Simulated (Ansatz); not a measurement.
The cell is ZnO (from a published structure); cell and atoms were relaxed with r2SCAN. It is hexagonal, P6_3mc (No. 186); a = 3.235 Å, c = 5.211 Å in the conventional setting, 11.81 Å³ an atom. Zn is surrounded by 4 O at 1.97–1.98 Å; O is surrounded by 4 Zn at 1.97–1.98 Å.

```
CELL_PARAMETERS angstrom
3.23535 0.00000 0.00000
-1.61768 2.80190 0.00000
0.00000 0.00000 5.21091
ATOMIC_POSITIONS crystal
Zn 0.33333 0.66667 0.49966
Zn 0.66667 0.33333 0.99966
O 0.66667 0.33333 0.37935
O 0.33333 0.66667 0.87935
```

The questions ask for values computed with the PAW code Ansatz on this geometry. No spin polarisation; the structure comes from an open crystallographic database, the properties from the calculation.

(1) What gap does LDA give, and where are the band edges?

(2) What does r2SCAN give for the gap (12×12×6 mesh)?

(3) How does the gap change from LDA to HSE06 (6×6×4)?

(4) Estimate the gap with r2SCAN0 on 6×6×4.

(5) Relaxed again with PBEsol, is the cell stable at the zone centre, and where do its optical modes lie?

(6) How do the levels compare, in gap and in cost?

(7) How do these values compare with experiment?

## Answers

(1) With LDA the gap is 0.74 eV and direct, at Γ.

(2) The r2SCAN gap is direct at Γ: 1.24 eV. The gap differs by +0.50 eV from LDA's.

(3) HSE06 gives a direct gap of 2.53 eV at Γ. The gap differs by +1.79 eV from LDA's.

(4) The r2SCAN0 gap is direct at Γ: 3.54 eV. The gap differs by +2.80 eV from LDA's.

(5) All optical modes at Γ are real, from 89 to 529 cm⁻¹ without the longitudinal term; this says nothing of other wave vectors. With the long-range field the highest mode reaches 536 cm⁻¹. The program warns that the force constants, and all that is formed from them, aren't settled on this k mesh.

(6) r2SCAN covers 25 % of the step from PBE to HSE06, while HSE06 needs about 6 times r2SCAN's cost (on a coarser mesh). All these functionals give a gap of the same kind, direct.

(7)
Calculation and measurement side by side:
- Gap, measured 3.38 eV, the middle of 5 reports from 3.37 to 3.4 eV: LDA 0.74 (-2.64), r2SCAN 1.24 (-2.14), HSE06 2.53 (-0.85), r2SCAN0 3.54 (+0.16), PBE 0.81 (-2.57), r2SCANh 2.14 (-1.24), DDH-PBE0 2.69 (-0.69), PBE0 3.22 (-0.16) eV. Source: about 3.38 eV (experimental band gap quoted from earlier work; literature gap quoted in the computational methods as the target for the +U parameters; temperature not stated; quoted in “Effect of Strain and Surface Proximity on the Acceptor Grouping in ZnO”, 2023, pmc:10652265).
- An end of the range of reports. Source: 3.4 eV (fundamental direct gap at Gamma, experimental literature value; quoted from earlier experiment; Rounded literature value quoted in passing for comparison with theory; sample, method and temperature not stated; quoted in “Band structure of ZnO from resonant x-ray emission spectroscopy”, 2008, arxiv:0805.4641).
Measured gaps include zero-point and thermal shifts, optical ones also the exciton binding, and spin-orbit coupling, which these levels lack. Reports marked as nanostructured, strained, doped, implanted or mixed samples, and transport gaps, were set aside.

The meshes of the hybrids are coarse, so their gaps aren't converged to the digits shown.
